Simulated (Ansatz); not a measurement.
BeS (zincblende), relaxed with r2SCAN: 6 runs in Ansatz, each a construction of maximally localised Wannier functions. Space group F-43m (No. 216), cubic; a = 4.869 Å in the conventional setting, 14.43 Å³ an atom. Be is surrounded by 4 S at 2.11 Å; S is surrounded by 4 Be at 2.11 Å. Calculated for a static, non-magnetic cell.

```
Be S
1.0
     0.00000    2.43431    2.43431
     2.43431    0.00000    2.43431
     2.43431    2.43431    0.00000
Be S
1 1
Direct
  0.00000 0.00000 0.00000
  0.25000 0.25000 0.25000
```

Windows count from the top of the filled bands; a dash means that no such window was set (without an outer window there is no disentanglement).

```tsv
functional	SCF mesh	trial orbitals	functions	mesh	window (eV)	frozen (eV)	Ω total (Å²)	Ω invariant (Å²)	largest spread (Å²)	least projectability	interpolation miss of the model's filled bands (eV, to the nearest computed level)
PBE	8×8×8	S s, S p	4	6×6×6	–	–	4.80	4.19	1.20	0.91	0.033
PBE	8×8×8	S s, S p	4	4×4×4	–	–	4.40	3.79	1.10	0.91	0.138
PBE	8×8×8	S p	3	6×6×6	–	–	5.37	5.24	1.79	0.80	0.031
r2SCAN	8×8×8	S s, S p	4	6×6×6	–	–	4.71	4.09	1.18	0.91	0.030
HSE06	6×6×6	S s, S p	4	6×6×6	–	–	4.68	4.08	1.17	0.91	–
```

Problem. Estimate from these rows what the further settings give.
```
functional  SCF mesh  trial orbitals  functions   mesh  window (eV)  frozen (eV)
       PBE     8×8×8        S s, S p          4  8×8×8            –            –
```

Solution.

| functional | SCF mesh | trial orbitals | functions | mesh | window (eV) | frozen (eV) | Ω total (Å²) | Ω invariant (Å²) | largest spread (Å²) | least projectability | interpolation miss of the model's filled bands (eV, to the nearest computed level) |
| --- | --- | --- | --- | --- | --- | --- | --- | --- | --- | --- | --- |
| PBE | 8×8×8 | S s, S p | 4 | 8×8×8 | – | – | 4.95 | 4.35 | 1.24 | 0.91 | 0.009 |

For S s, S p with PBE the spread goes 4.40 Å² (4×4×4), 4.80 Å² (6×6×6), 4.95 Å² (8×8×8): finite differences on a coarse mesh understate it.
